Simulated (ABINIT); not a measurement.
TaN:

```
Ta N
1.0
     0.00000    2.21132    2.21132
     2.21132    0.00000    2.21132
     2.21132    2.21132    0.00000
Ta N
1 1
Direct
  0.50000 0.50000 0.50000
  0.00000 0.00000 0.00000
```

The cell comes from a database or a generator and needn't be the stable form of this composition.

| Property | Result |
| --- | --- |
| Program | ABINIT 10.8.3 (patched build) |
| Task | single point |
| Functional | PBEsol |
| Potentials or basis | PseudoDojo NC SR PBEsol v0.4.1 standard |
| Cutoff | 1143 eV |
| k mesh | 10 × 10 × 10 |
| Occupations | fermi-dirac, width 0.05 eV |
| Spin | no spin polarisation |

On this cell: pressure -11.1 GPa; largest force zero by symmetry; band gap on the k mesh none (metal or under the smearing width).

The same run follows on a disturbed copy (atoms moved at random, drawn with an rms of 0.05 Å):

```
Ta N
1.0
     0.00000    2.21132    2.21132
     2.21132    0.00000    2.21132
     2.21132    2.21132    0.00000
Ta N
1 1
Direct
  0.51353 0.48421 0.52898
  0.98710 0.98530 0.01570
```

What changes?

The energy (extrapolated to zero smearing) moves by +19.3 meV/atom; pressure -9.3 GPa; largest force 0.770 eV/Å; band gap on the k mesh none (metal or under the smearing width).

Forces on the atoms (eV/Å):
```
Ta  -0.191 -0.625 -0.407
N    0.191  0.625  0.407
```

Stress tensor (GPa, compression positive):
```
-10.45  -0.16  -0.06
 -0.16  -7.98  -0.26
 -0.06  -0.26  -9.57
```

Caveats: the highest band is partly filled, so the run has too few bands.
